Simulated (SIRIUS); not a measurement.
K under changes of volume

One of the cells (80.089 Å³/atom); the others are scaled copies at fixed shape and fractional positions:

```
CELL_PARAMETERS angstrom
-2.71542 2.71542 2.71542
2.71542 -2.71542 2.71542
2.71542 2.71542 -2.71542
ATOMIC_POSITIONS crystal
K 0.00000 0.00000 0.00000
```

| Item | Value |
| --- | --- |
| Program | SIRIUS 7.10.0 |
| Functional | PBE |
| Potentials or basis | PseudoDojo 0.4.1 PBE standard (scalar relativistic) |
| Cutoff | 1030 eV |
| Density cutoff | 4119 eV |
| k mesh | 7 × 7 × 7 |
| Occupations | fermi-dirac, width 0.05 eV |
| Spin | no spin polarisation |

```tsv
volume (Å³/atom)	energy over the lowest point (meV/atom)	pressure (GPa)
73.807	0.00	0.0
75.378	0.46	-0.1
76.948	1.58	-0.1
80.089	5.59	-0.3
81.659	?	?
83.230	11.58	-0.3
```

Task: What does the run at 81.659 Å³/atom give?

Result: Energy over the lowest point 8.36 meV/atom; pressure -0.3 GPa.

Worked out: A Birch-Murnaghan fit of order 3 (a polynomial in V^(-2/3)) to the other rows has its minimum at 73.60 Å³/atom, just outside them, with B0 = V·E''(V) = 3.6 GPa and B' = 3.7. It gives 8.36 meV/atom at 81.659 Å³/atom, against the run's 8.36, and -dE/dV = -0.3 GPa, against -0.3.

Energies are extrapolated to zero smearing.
